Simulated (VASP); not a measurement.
# Ta₂N: convergence, vacuum levels of a slab or layer

Ta₂N, slab, 6 atoms in the cell. PBE; PAW potentials Ta_pv, N (PBE set). VASP 6.6.1.

Wanted: face levels within 0.04 eV; energy within 2 meV/atom; forces within 0.02 eV/Å.

Crystal: Ta2N, P-3m1; Face: (0 0 1); Atomic planes: 6; Dipole correction: yes.

Face levels: vacuum level at each face, counted from the Fermi level.

POSCAR of the starting run:
```
Ta2N
1.0
    3.0958353772      0.0000000000      0.0000000000
   -1.5479176886      2.6810720825      0.0000000000
    0.0000000000      0.0000000000     23.5488892202
Ta N
4 2
Direct
    0.3333333300      0.6666666700      0.3184863596
    0.6666666700      0.3333333300      0.4200542708
    0.3333333300      0.6666666700      0.5266485764
    0.6666666700      0.3333333300      0.6282164876
    0.0000000000      0.0000000000      0.4733514236
    0.0000000000      0.0000000000      0.6815136404
```

The series start from vacuum (Å): 15; correction: LDIPOL, IDIPOL 3, DIPOL, AMIN 0.01; k spacing (1/Å): 0.3; Cutoff ENCUT (eV): 525; SCF threshold EDIFF (eV): 1e-6; PREC: Accurate; LREAL: .FALSE.; ALGO: Normal. Each series keeps the choices made before it, and each single choice may use up half of a tolerance.

## Vacuum (Å)

| Vacuum (Å) | Face levels, largest deviation (eV) | Energy less reference (meV/atom) | Forces, largest deviation (eV/Å) | SCF iterations | Time (s) |
|---|---|---|---|---|---|
| 6 | 0.406 | 2.5 | 0.036 | 23 | 24 |
| 8 | 0.068 | 0.1 | 0.003 | 22 | 27 |
| 10 | 0.010 | -0.1 | 0.000 | 26 | 36 |
| 12 | 0.006 | -0.1 | 0.000 | 28 | 46 |
| 15 | 0.000 | -0.1 | 0.000 | 32 | 50 |
| 20 | 0.000 | 0.0 | 0.001 | 36 | 72 |
| 25 (reference) | 0.000 | 0.0 | 0.000 | 42 | 139 |

Chosen: 10, the loosest value from which every tighter one stays within half of the tolerance.

## Correction

| Correction | Face levels, largest deviation (eV) | Energy less reference (meV/atom) | Forces, largest deviation (eV/Å) | SCF iterations | Time (s) |
|---|---|---|---|---|---|
| LDIPOL, IDIPOL 3, DIPOL, AMIN 0.01 | 0.000 | 0.0 | 0.000 | 26 | 36 |
| LDIPOL, default AMIN | 0.002 | 0.0 | 0.002 | 26 | 34 |
| LDIPOL, no DIPOL | no result | no result | no result | 150 | 208 |
| IDIPOL 3 alone (energy only) | 1.318 | 5.7 | 0.065 | 25 | 31 |
| kernel truncation, coarsened | 0.083 | 0.1 | 0.001 | 26 | 41 |
| kernel truncation, full padding | 0.010 | 0.1 | 0.001 | 26 | 44 |

Chosen: LDIPOL, IDIPOL 3, DIPOL, AMIN 0.01; no other choice that stays within half of the tolerance saves 30 % of the time.

## k spacing (1/Å)

| k spacing (1/Å) | Face levels, largest deviation (eV) | Energy less reference (meV/atom) | Forces, largest deviation (eV/Å) | SCF iterations | Time (s) |
|---|---|---|---|---|---|
| 0.6 | 0.187 | -25.2 | 0.290 | 26 | 21 |
| 0.45 | 0.085 | 17.9 | 0.069 | 26 | 27 |
| 0.3 | 0.055 | 4.2 | 0.046 | 26 | 36 |
| 0.22 | 0.011 | 2.5 | 0.044 | 25 | 44 |
| 0.16 (reference) | 0.000 | 0.0 | 0.000 | 25 | 58 |

Chosen: 0.16; the next looser run is off by more than half of the tolerance, so convergence isn't shown beyond this value.

## Cutoff ENCUT (eV)

| Cutoff ENCUT (eV) | Face levels, largest deviation (eV) | Energy less reference (meV/atom) | Forces, largest deviation (eV/Å) | SCF iterations | Time (s) |
|---|---|---|---|---|---|
| 320 | 0.028 | 4.9 | 0.035 | 25 | 31 |
| 400 | 0.002 | 1.1 | 0.012 | 25 | 42 |
| 460 | 0.000 | 1.4 | 0.001 | 25 | 54 |
| 525 | 0.000 | 2.2 | 0.001 | 25 | 58 |
| 600 | 0.000 | 1.4 | 0.000 | 25 | 90 |
| 725 (reference) | 0.000 | 0.0 | 0.000 | 25 | 108 |

Chosen: 725; the next looser run is off by more than half of the tolerance, so convergence isn't shown beyond this value.

## SCF threshold EDIFF (eV)

| SCF threshold EDIFF (eV) | Face levels, largest deviation (eV) | Energy less reference (meV/atom) | Forces, largest deviation (eV/Å) | SCF iterations | Time (s) |
|---|---|---|---|---|---|
| 0.001 | 0.419 | 0.1 | 0.017 | 15 | 73 |
| 0.0001 | 0.208 | 0.1 | 0.014 | 17 | 82 |
| 1e-5 | 0.000 | 0.0 | 0.000 | 24 | 117 |
| 1e-6 | 0.000 | 0.0 | 0.000 | 25 | 108 |
| 1e-7 (reference) | 0.000 | 0.0 | 0.000 | 28 | 126 |

Chosen: 1e-5.

## PREC

| PREC | Face levels, largest deviation (eV) | Energy less reference (meV/atom) | Forces, largest deviation (eV/Å) | SCF iterations | Time (s) |
|---|---|---|---|---|---|
| Accurate | 0.000 | 0.0 | 0.000 | 24 | 117 |
| Normal | 0.000 | 0.0 | 0.000 | 24 | 76 |

Chosen: Normal, the fastest of those that stay within half of the tolerance.

## LREAL

| LREAL | Face levels, largest deviation (eV) | Energy less reference (meV/atom) | Forces, largest deviation (eV/Å) | SCF iterations | Time (s) |
|---|---|---|---|---|---|
| .FALSE. | 0.000 | 0.0 | 0.000 | 24 | 76 |
| Auto | 0.000 | 0.0 | 0.006 | 24 | 83 |

Chosen: .FALSE..

## ALGO

| ALGO | Face levels, largest deviation (eV) | Energy less reference (meV/atom) | Forces, largest deviation (eV/Å) | SCF iterations | Time (s) |
|---|---|---|---|---|---|
| Normal | 0.000 | 0.0 | 0.000 | 24 | 76 |
| Fast | 0.001 | 0.0 | 0.001 | 23 | 83 |
| All | 0.026 | 0.0 | 0.017 | 50 | 170 |

Chosen: Normal.

## All choices together

| Input | Face levels, largest deviation (eV) | Energy less reference (meV/atom) | Forces, largest deviation (eV/Å) | Time (s) |
|---|---|---|---|---|
| starting input without the dipole correction (naive) | 1.206 | 4.1 | 0.042 | 45 |
| chosen settings | 0.010 | -0.1 | 0.000 | 76 |
| reference settings throughout | 0.000 | 0.0 | 0.000 | 515 |

The chosen settings stay within the tolerance of the reference run, but the reference itself isn't shown to be converged in: k spacing (1/Å), Cutoff ENCUT (eV).

Values of the reference run: Face levels: 7.167, 4.65 eV.

## The input

INCAR:
```
SYSTEM = Ta2N
ALGO     = Normal         ! electronic algorithm
AMIN     = 0.01         
DIPOL    = 0.5 0.5 0.5  
EDIFF    = 1E-5           ! SCF threshold, eV
ENCUT    = 725            ! plane-wave cutoff, eV
GGA      = PE             ! functional
IDIPOL   = 3            
ISMEAR   = 0              ! smearing method
KPAR     = 4            
LASPH    = .True.         ! aspherical terms in the spheres
LCHARG   = .False.        ! write CHGCAR
LDIPOL   = .True.       
LREAL    = .False.        ! projectors in reciprocal space
LVACPOTAV= .True.       
LVHAR    = .True.       
LWAVE    = .False.        ! write WAVECAR
NELM     = 150            ! most SCF steps
PREC     = Normal         ! precision mode
SIGMA    = 0.1            ! smearing width, eV
```

KPOINTS:
```
Automatic mesh
0
Gamma
  15 15 1
  0 0 0
```

POSCAR:
```
Ta2N
1.0
    3.0958353772      0.0000000000      0.0000000000
   -1.5479176886      2.6810720825      0.0000000000
    0.0000000000      0.0000000000     18.5488892202
Ta N
4 2
Direct
    0.3333333300      0.6666666700      0.2695579202
    0.6666666700      0.3333333300      0.3985042663
    0.3333333300      0.6666666700      0.5338319112
    0.6666666700      0.3333333300      0.6627782573
    0.0000000000      0.0000000000      0.4661680888
    0.0000000000      0.0000000000      0.7304420798
```

Commands:
```
cat potpaw_PBE.64/Ta_pv/POTCAR potpaw_PBE.64/N/POTCAR > POTCAR
mpirun -np 4 vasp_std > vasp.out
```

Limits: The program found no field-free region, so the vacuum level is rough.

The chosen input took VASP 6.6.1 76 s on 4 cores (Intel Xeon Platinum 8259CL @ 2.50GHz (Skylake/Cascade Lake)), a shared host.

## An input that fails: vacuum far too thin for the dipole correction

It runs to its end, but against the unchanged starting input it is off by 6.085 eV in the face levels, 134.6 meV/atom in the energy, 2.684 eV/Å in the forces.

Vacuum (Å): 15 becomes 3.

Changes against the starting input:
```
(POSCAR)
-    0.0000000000      0.0000000000     23.5488892202
+    0.0000000000      0.0000000000     11.5488892202
-    0.3333333300      0.6666666700      0.3184863596
-    0.6666666700      0.3333333300      0.4200542708
-    0.3333333300      0.6666666700      0.5266485764
-    0.6666666700      0.3333333300      0.6282164876
-    0.0000000000      0.0000000000      0.4733514236
-    0.0000000000      0.0000000000      0.6815136404
+    0.3333333300      0.6666666700      0.1298826209
+    0.6666666700      0.3333333300      0.3369857841
+    0.3333333300      0.6666666700      0.5543380719
+    0.6666666700      0.3333333300      0.7614412351
+    0.0000000000      0.0000000000      0.4456619281
+    0.0000000000      0.0000000000      0.8701173791
```
